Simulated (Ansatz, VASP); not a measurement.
# BN (Qingsongite): VASP beside Ansatz, part 2 of 2

Aim: how closely do two programs agree when they are given the same cell, functional and k mesh? The cell is taken from a series of VASP runs on this material, whose earlier steps may have relaxed, scaled or displaced it; both programs get it as it stands.

VASP 6.6.1 and Ansatz 0.2.0.

So far: Starting point; VASP: band structure, HSE06.

## 3. Ansatz: band structure, HSE06

Level of this step: Ansatz beside VASP: Kohn-Sham DFT, plane waves, HSE06 (Ansatz).

Ansatz runs on its default PAW (the set named soft_2) files.

The same cell, functional, mesh and smearing now go to Ansatz, which takes its cutoff from its data sets.

The input, input.yaml:

```yaml
crystal:
  lattice:
    - [0.0, 1.803165744, 1.803165744]
    - [1.803165744, 0.0, 1.803165744]
    - [1.803165744, 1.803165744, 0.0]
  atoms:
    - { symbol: B, position: [0.0, 0.0, 0.0] }
    - { symbol: "N", position: [0.25, 0.25, 0.25] }
hamiltonian:
  xc: { exchange: pbe, correlation: pbe, exx: { coeff: 0.25, omega: 0.2 } }
  pseudopotentials: { kind: paw }
kpoints:
  mp_grid: { grid: [7, 7, 7] }
  band_path:
    path:
      - [0.0, 0.0, 0.0]
      - [0.5, 0.0, 0.5]
      - [0.5, 0.2, 0.7]
      - [0.4, 0.35, 0.75]
      - [0.15, 0.15, 0.3]
      - [0.2, 0.2, 0.2]
      - [0.55, 0.4, 0.55]
      - [0.6, 0.25, 0.65]
      - [0.5, 0.25, 0.75]
      - [0.5, 0.5, 0.5]
      - [0.375, 0.375, 0.75]
      - [0.5, 0.0, 0.5]
    npoints: 1
scf:
  occupations: { method: gaussian, width: 0.05 }
  n_extra_bands: 7
output:
  forces: true
  stress: true
  eigenvalues: true
```

On the command line:

```bash
> ansatz run input.yaml --threads 4 --pin off --max-ram 9216MiB --backend cpu --events-out ev --progress --plain --runs-dir out
```

Numbers of over 12 decimals in the logs are rounded to 6 here.

The log of the run:

```text
Warning: output.stress: scf.convergence.dr2_threshold = 1e-7 eV (the SCF's general default) is looser than the 2e-10 eV advised for a printed stress (1e-10 eV for each atom of the cell: 2). What an SCF threshold leaves in a stress goes as its square root, and in the free energy as the threshold itself, and one threshold admits the most on a small cell: [figures from the program's tests cut] Set scf.convergence.dr2_threshold to 2e-10 eV or tighter. The threshold is an SCF's pass mark: one that does not reach it within its budget of iterations ends unconverged, or closes short of it on a stop that the run arms, and scf.convergence.dr2_threshold's page says what that costs each kind of run
Warning: output.stress: scf.exx.energy_threshold = 1e-6 eV is looser than the 2e-8 eV advised for a stress under a hybrid functional (1e-8 eV for each atom of the cell: 2). Every SCF of the exchange loop can meet its threshold on dr2 while the loop round them stops early: no threshold on dr2 bounds what that leaves in the stress. Set scf.exx.energy_threshold to 2e-8 eV or tighter. The threshold is the loop's pass mark: a loop that does not reach it within its budget of cycles ends unconverged, and scf.exx.energy_threshold's page has the law
scf.n_extra_bands = 7 over 4 filled bands (N_el = 8.0): the run solves 11 bands
Engine: ansatz 0.2.0, aarch64-unknown-linux-gnu
Pseudopotentials: kind: paw
Pseudopotential: B, paw, valence charge 3, recommended cutoff 420 eV (normal), B.paw.azcp
Pseudopotential: N, paw, valence charge 5, recommended cutoff 420 eV (normal), N.paw.azcp
Functional definition: unnamed
  parameter a_1 = 0.25
  parameter omega_1 = 0.2/angstrom
  exchange = pbe_x + (-a_1)*pbe_x_sr(omega_1) + a_1*exact_x_sr(omega_1)
  correlation = pbe_c
Crystal: 2 atoms, lattice volume = 11.726 Å³
Basis set: ecut = 420 eV, 259 PW (Γ), exchange–correlation on 36×36×36 points (8 copies of the dense FFT grid, shifted against one another)
Bands: 11, of which v1, the nominal top of the filled ones, is band 4 counted from 1 (3 counted from 0)
Symmetry: 24 space group operations
Space group: F-43m (ITA 216), of the structure as read, at distance tolerance 2.3e-5 Å
k-points: 20 of 343 (time reversal used)
Non-local potential: B, projectors of the file, l = 0: 2, l = 1: 2, l = 2: 1
Non-local potential: N, projectors of the file, l = 0: 2, l = 1: 2, l = 2: 1
PAW form: soft (Blöchl's): semilocal exchange-correlation on the pseudo side does not see the compensation charge
PAW frozen core: B, regenerated for the run's functional, and the local potential with it (the file was generated under x = pbe(κ = 0.804, μ = 0.219515), c = pbe(β = 0.066725))
PAW frozen core: N, regenerated for the run's functional, and the local potential with it (the file was generated under x = pbe(κ = 0.804, μ = 0.219515), c = pbe(β = 0.066725))
PAW one-centre angular grid: B, 110 points (default); XC on 64 Gauss nodes
PAW one-centre angular grid: N, 110 points (default); XC on 64 Gauss nodes
Initial density: superposition of atomic densities (neutral atoms: chi_scale 0, normalization atom), corrected by the library's trained network
Initial wavefunctions: pseudopotential atomic-orbital guess
Functional: x = pbe(κ = 0.804, μ = 0.219515), c = pbe(β = 0.066725), warm-up for x = pbe(κ = 0.804, μ = 0.219515) + 0.25 (exact − pbe) at short range (hse, ω = 0.2 Å⁻¹), c = pbe(β = 0.066725)
SCF iter   1: F=—  HF=-542.271648 eV  |F-HF|=—  |Δ(HF+E_count)|=         —  Δρ=1.55e-3  dr2=1.23e-4  ethr=1.77e-3  ⟨swp⟩=2.0  Hψ=1453  notcnv=0
preconditioner: auto → none  [insulator: Δε(μ)=4.732 eV  Ē_g=25.459 eV  σ=0.050 eV  W_gap=1.00  n_scr=0 (ndim 8)  ℏωp=30.7 eV  f_vac=0.000  D(μ)=0.00/eV (n_scr^D=0)]
SCF iter   2: F=-542.271875 eV  HF=-542.271817 eV  |F-HF|=5.82e-5  |Δ(HF+E_count)|=   1.69e-4  Δρ=8.03e-4  dr2=3.10e-5  ethr=1.53e-6  ⟨swp⟩=2.2  Hψ=310  notcnv=0  defer=2
SCF 1 stopped early in 2 iterations: F = -542.271875 eV  dr2 = 3.10e-5
  greatest PAW one-centre occupation: 0.788 electrons in one spin orbital (limit 2), on the N atom at site 1 (counted from 0), in its partial waves of l = 0
Initial density: handed on by an earlier stage of this run
Initial wavefunctions: those handed on with the density
Functional: x = pbe(κ = 0.804, μ = 0.219515) + 0.25 (exact − pbe) at short range (hse, ω = 0.2 Å⁻¹), c = pbe(β = 0.066725)
Exchange kernel: α = 0.2500, screened, ω = 0.2000 Å⁻¹, Wigner–Seitz truncation, v(0) = 1118.2394 eV·Å³, q-mesh 7×7×7, nearest image of the exchange supercell L = 17.85 Å, pair-density grid 12×12×12, without the augmentation charges, whose exchange is taken in its separable form by FFT convolution over the k-point mesh (sized by the pseudopotential files, 15×15×15 at the most), smooth part of the exact exchange by density-matrix convolution
Frozen-core exchange: fock
SCF iter   1: F=—  HF=-542.457096 eV  |F-HF|=—  |Δ(HF+E_count)|=         —  Δρ=9.40e-3  dr2=5.32e-3  ethr=3.87e-6  ⟨swp⟩=5.1  Hψ=947  notcnv=0
preconditioner: auto → none  [insulator: Δε(μ)=6.064 eV  Ē_g=28.249 eV  σ=0.050 eV  W_gap=1.00  n_scr=0 (ndim 8)  ℏωp=30.7 eV  f_vac=0.000  D(μ)=0.00/eV (n_scr^D=0)]
SCF iter   2: F=—  HF=-542.455070 eV  |F-HF|=—  |Δ(HF+E_count)|=   2.03e-3  Δρ=4.37e-3  dr2=8.45e-4  ethr=3.87e-6  ⟨swp⟩=3.0  Hψ=438  notcnv=0
SCF iter   3: F=—  HF=-542.456625 eV  |F-HF|=—  |Δ(HF+E_count)|=   1.55e-3  Δρ=1.38e-3  dr2=1.69e-4  ethr=3.87e-6  ⟨swp⟩=2.5  Hψ=326  notcnv=0
iter 4 solved again at ethr=7.16e-8 eV; its pass at ethr=2.08e-6 eV (dr2=5.73e-6 eV) is discarded
SCF iter   4: F=—  HF=-542.456568 eV  |F-HF|=—  |Δ(HF+E_count)|=   5.61e-5  Δρ=2.63e-4  dr2=6.96e-6  ethr=7.16e-8  ⟨swp⟩=2.0  Hψ=686  notcnv=0
SCF iter   5: F=-542.456576 eV  HF=-542.456577 eV  |F-HF|=4.22e-7  |Δ(HF+E_count)|=   8.11e-6  Δρ=1.11e-4  dr2=1.05e-6  ethr=7.16e-8  ⟨swp⟩=2.0  Hψ=300  notcnv=0
SCF 2 stopped early in 5 iterations: F = -542.456576 eV  dr2 = 1.05e-6
  greatest PAW one-centre occupation: 0.790 electrons in one spin orbital (limit 2), on the N atom at site 1 (counted from 0), in its partial waves of l = 0
hybrid outer 1: dexx = +2.081e-3 eV, tail = 7.00e-6 eV
Exchange kernel: α = 0.2500, screened, ω = 0.2000 Å⁻¹, Wigner–Seitz truncation, v(0) = 1118.2394 eV·Å³, q-mesh 7×7×7, nearest image of the exchange supercell L = 17.85 Å, pair-density grid 12×12×12, without the augmentation charges, whose exchange is taken in its separable form by FFT convolution over the k-point mesh (sized by the pseudopotential files, 15×15×15 at the most), smooth part of the exact exchange by density-matrix convolution
Frozen-core exchange: fock
SCF iter   1: F=—  HF=-542.456607 eV  |F-HF|=—  |Δ(HF+E_count)|=         —  Δρ=6.98e-5  dr2=3.46e-7  ethr=4.37e-7  ⟨swp⟩=3.8  Hψ=585  notcnv=0
preconditioner: auto → none  [insulator: Δε(μ)=6.097 eV  Ē_g=28.243 eV  σ=0.050 eV  W_gap=1.00  n_scr=0 (ndim 8)  ℏωp=30.7 eV  f_vac=0.000  D(μ)=0.00/eV (n_scr^D=0)]
SCF iter   2: F=—  HF=-542.456607 eV  |F-HF|=—  |Δ(HF+E_count)|=   8.69e-8  Δρ=1.07e-5  dr2=1.60e-8  ethr=4.15e-9  ⟨swp⟩=2.9  Hψ=335  notcnv=0
SCF iter   3: F=-542.456607 eV  HF=-542.456607 eV  |F-HF|=7.59e-10  |Δ(HF+E_count)|=   5.11e-8  Δρ=4.62e-6  dr2=1.28e-9  ethr=5.93e-11  ⟨swp⟩=3.2  Hψ=473  notcnv=0
SCF 3 converged in 3 iterations: F = -542.456607 eV  dr2 = 1.28e-9
  Residual-converged pass: ⟨swp⟩=2.0  Hψ=300  notcnv=0  max |occ|·‖R‖ = 2.0e-6 eV (tolerance 2.4e-6 eV)  dr2=1.27e-9  dr2_onsite=2.40e-10  max |Δocc| = 0.0e0
hybrid outer 2: dexx = +7.977e-8 eV, tail = 4.67e-9 eV, Δε = 2.62e-3 eV (about 7.94e-5 eV left of the loop's levels)
NSCF: frozen V_eff on 12 k-points
hybrid SCF converged: 2 outer / 8 inner (+2 warm-up), last move |dexx| = 7.98e-8 eV, tail = 4.67e-9 eV
Stability not checked: this state was not tested for a lower state beside it, because the functional holds exact exchange (a hybrid, or Hartree-Fock), whose exchange loop this test does not read (fock_operator; see scf.lower_state_search)
Free energy (F): -542.456607 eV
Frozen-core exchange: fock
Harris-Foulkes:  -542.456607 eV  (|F-HF|=7.59e-10)
Internal energy: -542.456607 eV  (E = F + TS)
E sigma→0 (E₀):  -542.456607 eV
Fermi energy:    13.466113 eV
--- Per-component energies (eV) ---
  E_band       = 14.273035
  E_kinetic    = 186.031681
  E_local      = -173.514365  (includes V_loc(G=0)·N_el)
  E_nonlocal   = 55.559824
  E_hartree    = 48.898592
  E_xc         = -75.642522
  E_vxc        = -93.182257  (∫ρ·V_xc dr)
  E_exx        = -19.712705  (= α·E_x^exact, valence–valence)
  E_paw        = -204.796396  (= ΣΔE_a)
  E_vpaw       = -18.993955  (= ΣTr[D̂ρ^β])
  E_aug_tail   = 0.000103  (compensation charges beyond the density's cutoff)
  E_ewald      = -359.246096
  E_core_change = -0.034723  (= ΣΔE_core)
  E_smearing   = -0.000000  (= −TS)
  E_closure    = 0.000000  (closes the sum)
  Σ components = -542.456607   (vs F -542.456607, Δ=0.00e0)
--- Forces (eV/Å), atoms counted from 1 ---
  atom   1  B      0.00000000    -0.00000000     0.00000000
  atom   2  N     -0.00000000     0.00000000     0.00000000
  max |Σ_I F_I| component: 5.55e-16 eV/Å
--- Stress (GPa, compression-positive) ---
       -3.346974       0.000000      -0.000000
        0.000000      -3.346974       0.000000
       -0.000000       0.000000      -3.346974
  P = ⅓ Tr σ = -3.3470 GPa (-33.470 kbar)
--- Band table (eV; the first three rows and the last of 20) ---
  k-point 0: bands = [-11.7688, 10.4182, 10.4182, 10.4182, 21.0488, 21.0488, 21.0488, 22.6748, ... 3 higher]
  k-point 1: bands = [-11.2335, 7.8714, 9.9033, 9.9033, 21.4725, 21.8217, 21.8217, 24.3046, ... 3 higher]
  k-point 2: bands = [-9.7026, 3.2740, 8.9761, 8.9761, 21.9944, 22.8600, 22.8600, 26.6754, ... 3 higher]
  k-point 19: bands = [-5.5836, 1.7119, 2.2878, 4.8942, 20.9086, 25.6069, 27.3072, 28.5511, ... 3 higher]
```

The job ended after 9.6 s (4 threads of Arm Neoverse V2, shared host; peak memory 0.53 GiB; 32 s of CPU time).

## 4. Side by side

Known differences besides the potentials themselves: exact exchange at q = 0 is treated differently, which shows on coarse meshes; VASP keeps PBE cores, Ansatz makes them for the functional; the cutoff is 420 eV in Ansatz and 520 eV in VASP; VASP takes a coarser grid for exact exchange (PRECFOCK = Fast). Total energies have different zeros and are not compared.

Both answers:

```
                     quantity  Ansatz   VASP  difference
gap over the path points (eV)   5.821  5.806      +0.015
```

Levels at points of the path, from each program's valence-band top (eV; 3 filled, then empty):

```
k (reciprocal lattice)                                Ansatz                                  VASP
     0.000 0.000 0.000      0.00 0.00 0.00 10.63 10.63 10.63      0.00 0.00 0.00 10.61 10.61 10.61
     0.500 0.000 0.500    -9.81 -5.35 -5.35 5.82 10.82 20.61    -9.82 -5.35 -5.35 5.81 10.80 20.60
     0.500 0.200 0.700   -8.70 -7.19 -6.89 10.41 14.92 16.37   -8.71 -7.20 -6.90 10.40 14.91 16.37
     0.400 0.350 0.750    -8.92 -8.28 -4.64 8.67 14.84 17.90    -8.93 -8.29 -4.65 8.66 14.84 17.89
     0.150 0.150 0.300   -4.79 -3.08 -0.73 11.95 12.09 12.71   -4.79 -3.09 -0.73 11.94 12.09 12.70
     0.200 0.200 0.200   -4.34 -0.89 -0.89 11.27 11.90 11.90   -4.35 -0.89 -0.89 11.27 11.89 11.89
     0.550 0.400 0.550  -11.17 -4.02 -2.81 11.08 13.90 14.13  -11.17 -4.02 -2.81 11.06 13.90 14.11
     0.600 0.250 0.650    -8.92 -8.28 -4.64 8.67 14.84 17.90    -8.93 -8.29 -4.65 8.66 14.84 17.89
     0.500 0.250 0.750   -8.37 -7.59 -7.03 11.30 15.48 16.36   -8.38 -7.60 -7.04 11.29 15.48 16.35
     0.500 0.500 0.500  -11.70 -2.12 -2.12 11.96 12.60 12.60  -11.70 -2.12 -2.12 11.97 12.58 12.58
```

Among the levels compared at these points, filled levels agree within 8 meV and empty ones within 19 meV.

## 5. Outcome

```yaml
difference_in_gap_over_the_path_points_band_structure_hse06: 0.015 eV
```

**Reading.** The difference in gap over the path points is 0.015 eV (band structure, HSE06), within the 0.08 eV picked in this series as the mark of a large difference. How closely two codes agree says nothing of how well the functional describes the real material.

[Lines on the potential files, build, host, timing and source positions are cut from VASP's logs without a mark.]

[Logs are printed without paths, hosts, clocks, repeated set-up lines and the standing remarks that a program may print on its own settings, such as how far it seeks lower states.]

[Hosts, paths, dates, database ids (printed as entryN), source tags and the programs' standing remarks are cut or masked in the printed files.]
